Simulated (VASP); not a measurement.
Here is a VASP 6.6.1 calculation.

File INCAR:

```
PREC = Accurate
ENCUT = 600
EDIFF = 1E-7
ISMEAR = 1
SIGMA = 0.1
LREAL = F
LASPH = T
NELM = 80
ALGO = Fast
ISIF = 4
LWAVE = F
LCHARG = F
GGA = PS
IBRION = 2
NSW = 40
EDIFFG = -0.01
```

Contents of KPOINTS:

```
regular mesh
0
Gamma
  18 18 8
```

POSCAR

```
Si                                      
1.0
    2.6698635588      0.0000000000      0.0000000000
   -1.3349317794      2.3121696666      0.0000000000
    0.0000000000      0.0000000000      4.5224055784
  Si            
     2
Direct
     0.3333333300000021    0.6666666699999979    0.2500000000000000
     0.6666666699999979    0.3333333300000021    0.7500000000000000
```

Potentials or basis: VASP PAW PBE potentials, release 64 (Si).

The run is started by

```console
$ cat potpaw_PBE.64/Si/POTCAR > POTCAR
$ mpirun -np 1 vasp_std > vasp.out
```

(1) What does it give for the band gap on the k mesh?

Results:

(1) none (metal or under the smearing width).

Caveat: the relaxation stopped at its first step, so nothing moved.
